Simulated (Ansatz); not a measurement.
**Nb under changes of volume**

One of the cells (18.922 Å³/atom); the others are scaled copies at fixed shape and fractional positions:

```
CELL_PARAMETERS angstrom
0.00000 2.11500 2.11500
2.11500 0.00000 2.11500
2.11500 2.11500 0.00000
ATOMIC_POSITIONS crystal
Nb 0.00000 0.00000 0.00000
```

This isn't the form of Nb at room conditions, which is bcc.

- Program: Ansatz 0.2.0
- Functional: PBEsol
- Potentials or basis: Ansatz PAW
- Cutoff: 420 eV (not typed: the program's choice for these potentials)
- k mesh: 11 × 11 × 11
- Occupations: fermi-dirac, width 0.05 eV
- Spin: no spin polarisation

```tsv
volume (Å³/atom)	energy over the lowest point (meV/atom)	pressure (GPa)
17.786	2.52	3.0
18.165	0.00	-0.8
18.543	6.14	-4.3
18.922	20.13	-7.4
19.300	41.18	-10.2
19.679	?	?
20.057	101.62	-15.0
```

Question: What does the run at 19.679 Å³/atom give?

Answer: Energy over the lowest point 68.57 meV/atom; pressure -12.7 GPa.

Worked out: A Birch-Murnaghan fit of order 3 (a polynomial in V^(-2/3)) to the other rows has its minimum at 18.08 Å³/atom with B0 = V·E''(V) = 180 GPa and B' = 4.1. It gives 68.58 meV/atom at 19.679 Å³/atom, against the run's 68.57, and -dE/dV = -12.8 GPa, against -12.7.

Energies are extrapolated to zero smearing.

Caveats: the PAW data sets come from PBE, with cores solved anew for the run's functional, which leaves a small shift of forces and pressure.
